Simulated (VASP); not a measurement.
Input of a VASP 6.6.1 run:

File INCAR:

```
SYSTEM = Bi
PREC = Accurate
ENCUT = 600
EDIFF = 1E-7
ISMEAR = 1
SIGMA = 0.1
LREAL = .FALSE.
LASPH = .TRUE.
NELM = 80
ALGO = Normal
ISIF = 3
LWAVE = .FALSE.
LCHARG = .FALSE.
GGA = PS
IBRION = 2
NSW = 90
EDIFFG = -0.005
```

Contents of KPOINTS:

```
regular mesh
0
G
  14 14 14
  0 0 0
```

POSCAR

```
Bi                                      
1.0
   -1.9558354687      1.9558354687      1.9558354687
    1.9558354687     -1.9558354687      1.9558354687
    1.9558354687      1.9558354687     -1.9558354687
  Bi            
     1
Direct
     0.0000000000000000    0.0000000000000000    0.0000000000000000
```

Potentials or basis: VASP PAW PBE potentials, release 64 (Bi_d).

Command:

```bash
$ cat potpaw_PBE.64/Bi_d/POTCAR > POTCAR
$ mpirun -np 1 vasp_std > vasp.out
```

Question: What does it give for the band gap on the k mesh?

Answer: None (metal or under the smearing width).

Final structure:
```
CELL_PARAMETERS angstrom
-1.95584 1.95584 1.95584
1.95584 -1.95584 1.95584
1.95584 1.95584 -1.95584
ATOMIC_POSITIONS crystal
Bi 0.00000 0.00000 0.00000
```

Caveat: the relaxation stopped at its first step, so nothing moved; spin-orbit coupling is left out, which moves the levels of the heavy elements.
